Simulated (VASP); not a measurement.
Input of a VASP 6.6.1 run:

The input INCAR:

```
PREC = Accurate ; ENCUT = 520
EDIFF = 1E-6 ; ISMEAR = 0
SIGMA = 0.05 ; LREAL = F
LASPH = T ; NELM = 100
ALGO = Fast ; ISIF = 2
LWAVE = F ; LCHARG = F
GGA = PS ; NBANDS = 19
```

KPOINTS

```
regular mesh
0
Gamma
  6 6 6
```

Contents of POSCAR:

```
SrCl2
1.0
    0.0000000000      3.4855000000      3.4855000000
    3.4855000000      0.0000000000      3.4855000000
    3.4855000000      3.4855000000      0.0000000000
Sr Cl
1 2
Direct
    0.0000000000      0.0000000000      0.0000000000
    0.1208937025      0.2930354325      0.2069645675
    0.7500000000      0.7500000000      0.7500000000
```

Potentials or basis: VASP PAW PBE potentials, release 64 (Sr_sv, Cl).

Launch:

```sh
$ cat potpaw_PBE.64/Sr_sv/POTCAR potpaw_PBE.64/Cl/POTCAR > POTCAR
$ mpirun -np 1 vasp_std > vasp.out
```

Question: Estimate the largest force.

Answer: 2.740 eV/Å.

Question: What does it give for the band gap on the k mesh?

Answer: 4.59 eV, indirect (least direct gap 4.85 eV).

Stress tensor (GPa, compression positive):
```
2.66 2.46 4.09
2.46 4.56 1.14
4.09 1.14 2.47
```

Caveat: the PAW data sets were made with another functional, which shifts forces and pressure a little. A k mesh can miss the band edges.
